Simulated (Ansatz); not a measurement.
# RbBr: band gap under strain

How does strain move the band edges of RbBr built on the database structure prototype, and do the functionals agree on it? States: no strain; -5.8 % shear in the xy plane; +5.1 % strain along y alone.

Program: Ansatz 0.2.0. PAW datasets, plane waves. Calculated at 0 K for a non-magnetic cell.

**1. The structure to begin with**

The unstrained cell was relaxed with r2SCAN; in each strained cell the atoms were relaxed again with r2SCAN. Names of k-points are those of the unstrained zone, where strain can split equivalent points. First state: no strain.

The symmetry is Pm-3m (No. 221, cubic); a = 4.124 Å in the conventional setting, 35.08 Å³ an atom. Around Rb lie 8 Br at 3.57 Å; around Br lie 8 Rb at 3.57 Å.

Structure file:

```xyz
2
Lattice="4.1243 0.0000 0.0000 0.0000 4.1243 0.0000 0.0000 0.0000 4.1243" Properties=species:S:1:pos:R:3 pbc="T T T"
Rb    0.0000    0.0000    0.0000
Br    2.0621    2.0621    2.0621
```

**2. No strain: PBE**

The input, input.yaml:

```yaml
crystal:
  lattice:
    - [4.1242532581, 0.0, 0.0]
    - [0.0, 4.1242532581, 0.0]
    - [0.0, 0.0, 4.1242532581]
  atoms:
    - { symbol: Rb, position: [0.0, 0.0, 0.0] }
    - { symbol: Br, position: [0.5, 0.5, 0.5] }
kpoints:
  mp_grid: { grid: [6, 6, 6] }
  band_path:
    path:
      - [0.0, 0.0, 0.0]
      - [0.0, 0.5, 0.0]
      - [0.5, 0.5, 0.0]
      - [0.5, 0.5, 0.5]
      - [0.0, 0.5, 0.5]
    npoints: 1
hamiltonian:
  xc: pbe
scf:
  occupations: { method: fermi_dirac, width: 0.02 }
  n_extra_bands: 4
output:
  forces: true
  stress: true
  eigenvalues: true
```

Run with:

```bash
$ ansatz run input.yaml --threads 4 --pin off --max-ram 4608MiB --backend cpu --events-out ev --progress --plain --runs-dir out
```

Further steps of the session: No strain: r2SCAN; No strain: HSE06; No strain: G0W0@PBE; -5.8 % shear in the xy plane: PBE; -5.8 % shear in the xy plane: r2SCAN; -5.8 % shear in the xy plane: HSE06; -5.8 % shear in the xy plane: G0W0@PBE; +5.1 % strain along y alone: PBE; +5.1 % strain along y alone: r2SCAN; +5.1 % strain along y alone: HSE06; +5.1 % strain along y alone: G0W0@PBE.

What does the calculation give?

As calculated:

Least gap in eV (negative: overlap), with the change from the unstrained cell in brackets. G0W0 is on its own coarse mesh.

| state | volume change (%) | PBE | r2SCAN | HSE06 | G0W0 |
| --- | --- | --- | --- | --- | --- |
| no strain | +0.0 | 4.09 | 4.83 | 5.27 | 6.43 |
| -5.8 % shear in the xy plane | -0.1 | 4.09 (+0.00) | 4.84 (+0.01) | 5.27 (+0.00) | 6.44 (+0.01) |
| +5.1 % strain along y alone | +5.1 | 3.82 (-0.27) | 4.54 (-0.29) | 4.98 (-0.29) | 6.17 (-0.26) |

What this shows: With HSE06, of the states in the table +5.1 % strain along y alone shifts the gap most, by -0.284 eV. PBE and HSE06 differ by 1.18 eV on the unstrained gap, and by at most 0.02 eV on its change: PBE follows the response to strain far better than the gap itself. No extrapolation in bands, cutoff or mesh was made for G0W0.
